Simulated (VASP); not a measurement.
A run of VASP 6.6.1 is set up as follows.

The input INCAR:

```
PREC = Accurate
ENCUT = 600
EDIFF = 1E-6
ISMEAR = 0
SIGMA = 0.03
LREAL = F
LASPH = T
NELM = 80
ALGO = Normal
ISIF = 3
LWAVE = F
LCHARG = F
GGA = PE
IBRION = 2
NSW = 90
EDIFFG = -0.01
KPAR = 2
```

Contents of KPOINTS:

```
regular mesh
0
Gamma
  12 12 5
```

The input POSCAR:

```
GaN
1.0
    3.1800000000      0.0000000000      0.0000000000
   -1.5900000000      2.7539607800      0.0000000000
    0.0000000000      0.0000000000      5.1660000000
Ga N
2 2
Direct
    0.3333333300      0.6666666700      0.0000000000
    0.6666666700      0.3333333300      0.5000000000
    0.3333333300      0.6666666700      0.3750000000
    0.6666666700      0.3333333300      0.8750000000
```

Potentials or basis: VASP PAW PBE potentials, release 64 (Ga_d, N).

Command:

```console
$ cat potpaw_PBE.64/Ga_d/POTCAR potpaw_PBE.64/N/POTCAR > POTCAR
$ mpirun -np 2 vasp_std > vasp.out
```

**Question.** What does it give for the space group after relaxing (to 0.05 Å)?

**Answer.** P6_3mc (No. 186).

**Question.** Predict the relaxed cell.

**Answer.** a = 3.217 Å, b = 3.217 Å, c = 5.243 Å, α = 90.00°, β = 90.00°, γ = 120.00°.

Final structure:
```cif
data_structure
_symmetry_space_group_name_H-M 'P 1'
_symmetry_Int_Tables_number 1
_cell_length_a 3.2171
_cell_length_b 3.2171
_cell_length_c 5.2435
_cell_angle_alpha 90.000
_cell_angle_beta 90.000
_cell_angle_gamma 120.000
_cell_volume 47.00
loop_
_atom_site_label
_atom_site_type_symbol
_atom_site_fract_x
_atom_site_fract_y
_atom_site_fract_z
_atom_site_occupancy
Ga1 Ga 0.33333 0.66667 0.99924 1
Ga2 Ga 0.66667 0.33333 0.49924 1
N1 N 0.33333 0.66667 0.37576 1
N2 N 0.66667 0.33333 0.87576 1
```

PBE usually gives volumes a little too large and moduli too small. Zero-point motion and thermal expansion aren't in these numbers.
